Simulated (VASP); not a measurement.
Set up this calculation in VASP 6.6.1, as the native input.

```
Task                   : single point
Functional             : PBE
Potentials or basis    : VASP PAW PBE potentials, release 64 (Ta_pv, S)
Cutoff                 : 520 eV
k mesh                 : 9 × 9 × 5
Occupations            : gaussian, width 0.03 eV
Spin                   : no spin polarisation
Further INCAR settings : ALGO = Normal; EDIFF = 1e-06; NBANDS = 18
```

The structure of TaS2 lies in POSCAR:

```
TaS2
1.0
    3.3500000000      0.0000000000      0.0000000000
   -1.6750000000      2.9011851027      0.0000000000
    0.0000000000      0.0000000000      5.8600000000
Ta S
1 2
Direct
    0.0000000000      0.0000000000      0.0000000000
    0.6666666667      0.3333333333      0.7500000000
    0.3333333333      0.6666666667      0.2500000000
```

One way to write it, as run:

INCAR

```
SYSTEM = TaS2
PREC = Accurate ; ENCUT = 520
EDIFF = 1E-6 ; ISMEAR = 0
SIGMA = 0.03 ; LREAL = .FALSE.
LASPH = .TRUE. ; NELM = 100
ALGO = Normal ; ISIF = 2
LWAVE = .FALSE. ; LCHARG = .TRUE.
GGA = PE ; LELF = .TRUE.
LVHAR = .TRUE. ; NBANDS = 18
```

KPOINTS

```
Automatic mesh
0
G
  9 9 5
  0 0 0
```

Potentials or basis: VASP PAW PBE potentials, release 64 (Ta_pv, S).

Command:

```sh
$ cat potpaw_PBE.64/Ta_pv/POTCAR potpaw_PBE.64/S/POTCAR > POTCAR
$ mpirun -np 1 vasp_std > vasp.out
```

Results of the run:

```
Pressure               : 9.1 GPa
Largest force          : 1.259 eV/Å
Band gap on the k mesh : none (metal or under the smearing width)
```

Caveat: this functional lacks dispersion, which binds the layers, so the pressure and a relaxed spacing across them are unreliable; forces of over 1 eV/Å show positions far from the minimum, so gaps and moduli don't describe the material at rest.

It took 45 s on 1 thread of Intel(R) Xeon(R) Platinum 8488C (Sapphire Rapids) (shared host), peak memory 0.21 GiB.
